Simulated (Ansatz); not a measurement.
Given:

BeO:
```cif
data_Be2O2
_chemical_formula_sum 'Be2 O2'
_space_group_name_H-M_alt 'P63mc'
_space_group_IT_number 186
_space_group_name_Hall 'P 6c -2c'
_cell_length_a 2.69026
_cell_length_b 2.69026
_cell_length_c 4.36940
_cell_angle_alpha 90.000
_cell_angle_beta 90.000
_cell_angle_gamma 120.000
loop_
_atom_site_label
_atom_site_type_symbol
_atom_site_symmetry_multiplicity
_atom_site_Wyckoff_symbol
_atom_site_fract_x
_atom_site_fract_y
_atom_site_fract_z
_atom_site_occupancy
Be1 Be 2 b 0.66667 0.33333 0.49990 1
O1 O 2 b 0.33333 0.66667 0.37760 1
```

This is the r²SCAN-relaxed structure.

**Question.** All from r²SCAN (plane waves, PAW; program Ansatz), unless another level is named. Estimate the formation energy from the elements (no fitted shifts).

**Answer.** -2.96 eV/atom.

**Question.** Give the electron effective mass.

**Answer.** 0.53, 0.61, 0.61 mₑ (principal values).

**Question.** Next, the hole effective mass?

**Answer.** 0.38, 3.3, 3.3 mₑ (principal values).

**Question.** Predict the HSE06 gap on the r²SCAN cell.

**Answer.** 9.58 eV.

**Question.** Next, the valence-band maximum?

**Answer.** at Γ.

**Question.** What about the weight of the conduction-edge state by species (Voronoi cells)?

**Answer.** O 52 %, Be 48 %.

Space group P6_3mc (wurtzite). The cell was relaxed with r²SCAN under the symmetry of its start; phonons on a q-mesh show no instability. The references are the lowest solids computed at this level, not always the standard phases (solids in place of the gases).

Potentials: the earlier of the program's two PAW sets.
